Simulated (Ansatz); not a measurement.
Born–Oppenheimer molecular dynamics of a periodic cell of 36 atoms, Tl (start crystal Tl, start structure hcp, volume 1.1 times the crystal's). It goes on from the last frame of an earlier run, with new velocities.

Computed with Ansatz 0.2.0, DFT PBE, scalar-relativistic, plane waves, PAW. Settings: accuracy low, cutoff 420 eV, k mesh 1x1x1, fermi-dirac smearing 0.1 eV, no spin polarisation.

```
ensemble             : NVT, Langevin thermostat
time step            : 3 fs
steps asked          : 400
set temperature      : 720 K
friction             : 0.02 /fs
temperature schedule : 300 steps to 300 K, then 100 steps to 300 K
seed                 : 116498
```

First frame:

```xyz
36
Lattice="10.7151 0.0000 0.0000 -5.3575 9.2795 0.0000 0.0000 0.0000 11.4223" Properties=species:S:1:pos:R:3
Tl 0.067 -0.075 0.201
Tl 0.204 1.681 3.622
Tl 0.101 0.687 6.487
Tl -0.453 1.990 8.966
Tl -1.557 2.578 0.289
Tl -2.359 5.103 2.894
Tl -2.080 3.054 5.825
Tl -1.588 5.024 9.230
Tl -3.182 5.787 0.029
Tl -3.341 8.364 2.423
Tl -3.842 7.002 5.467
Tl -3.552 8.063 9.131
Tl 3.413 -0.134 -0.014
Tl 4.070 1.911 2.531
Tl 3.383 0.157 5.146
Tl 3.457 1.867 8.069
Tl 1.526 3.321 0.573
Tl 1.356 5.143 3.665
Tl 2.308 2.873 5.529
Tl 2.601 4.743 9.479
Tl 0.173 6.639 -0.306
Tl 0.166 7.671 2.708
Tl -0.554 5.905 6.509
Tl -0.515 8.568 8.745
Tl 7.421 0.175 0.595
Tl 7.918 2.106 3.078
Tl 6.427 -1.011 5.601
Tl 6.953 1.823 8.701
Tl 4.757 2.585 -0.428
Tl 5.274 5.094 2.964
Tl 5.660 2.833 5.735
Tl 5.797 5.290 8.349
Tl 4.663 6.135 0.057
Tl 3.776 7.584 2.955
Tl 3.934 6.103 5.866
Tl 3.803 8.223 8.496
```

Task: What does the run give?

Result: All steps were run.

* steps done: 400
* time covered: 1200 fs
* mean temperature over the second half: 378 K
* spread of the potential energy over the second half: 16.4 meV per atom
* mean potential energy of the second half above the start: -115.6 meV per atom

The schedule's set-point averaged 335 K over the second half and the system 378 K. A run of 1.2 ps of so small a system gives no equilibrium averages. Limits of this set-up: coarse k mesh, low accuracy level.

Task: What happens to the structure?

Result: Mean squared displacements from the first frame to the last, about the centre of mass: Tl 0.50 Å². The details hang on the random start.

Task: How do temperature and energy run in time?

Result: 
| time (fs) | T (K) | potential energy less start (eV) |
| --- | --- | --- |
| 0.0 | 700 | 0.000 |
| 60.0 | 717 | -0.029 |
| 120.0 | 775 | -0.258 |
| 180.0 | 543 | -0.767 |
| 240.0 | 615 | -0.943 |
| 300.0 | 520 | -0.799 |
| 360.0 | 742 | -1.102 |
| 420.0 | 516 | -1.525 |
| 480.0 | 538 | -2.046 |
| 540.0 | 645 | -2.542 |
| 600.0 | 505 | -2.840 |
| 660.0 | 416 | -3.196 |
| 720.0 | 368 | -3.623 |
| 780.0 | 414 | -3.967 |
| 840.0 | 414 | -4.087 |
| 900.0 | 375 | -4.185 |
| 960.0 | 332 | -4.461 |
| 1020.0 | 264 | -4.526 |
| 1080.0 | 275 | -4.713 |
| 1140.0 | 347 | -4.950 |
| 1200.0 | 319 | -4.859 |

The run took 41 min on 4 threads of Arm Neoverse V1 (shared host), peak memory 1.3 GiB.
